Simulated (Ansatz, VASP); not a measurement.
One calculation of Sb, two programs

```
Sb
1.0
     4.61650    0.00000    0.00000
     0.00000    4.50781    0.00000
    -1.34642    0.00000    6.48917
Sb
4
Cartesian
  0.6488 1.1270 4.4365
  3.2970 3.3809 4.9497
  -0.0269 1.1270 1.5395
  2.6213 3.3809 2.0527
```

Change from the starting cell: volume scaled by 1.06.

Alike in both runs: task single point; functional LDA; k mesh 6 × 6 × 4; occupations fermi-dirac, width 0.05 eV; no spin polarisation.

```csv
,VASP,Ansatz
version,VASP 6.6.1,Ansatz 0.2.0
potentials or method,"VASP PAW LDA potentials, release 64 (Sb), cutoff 520 eV","all-electron LAPW, scalar-relativistic"
```

```csv
,VASP,Ansatz,Ansatz less VASP
gap on the k mesh at the Fermi level (eV),none,none,-
pressure (GPa),-5.4,-5.5,-0.10
largest component of the traceless stress (GPa),0.80,0.81,+0.002
rms of the force components (eV/Å),0.261,0.285,+0.0235
```

Atom by atom the forces differ by 0.024 eV/Å (rms over components). A gap of «none» marks a metal or a gap that the smearing closes. Ansatz ran all-electron here, so the differences hold the error of VASP's frozen core and of both bases.

The runs have no spin-orbit coupling, so splittings on Sb are missing.
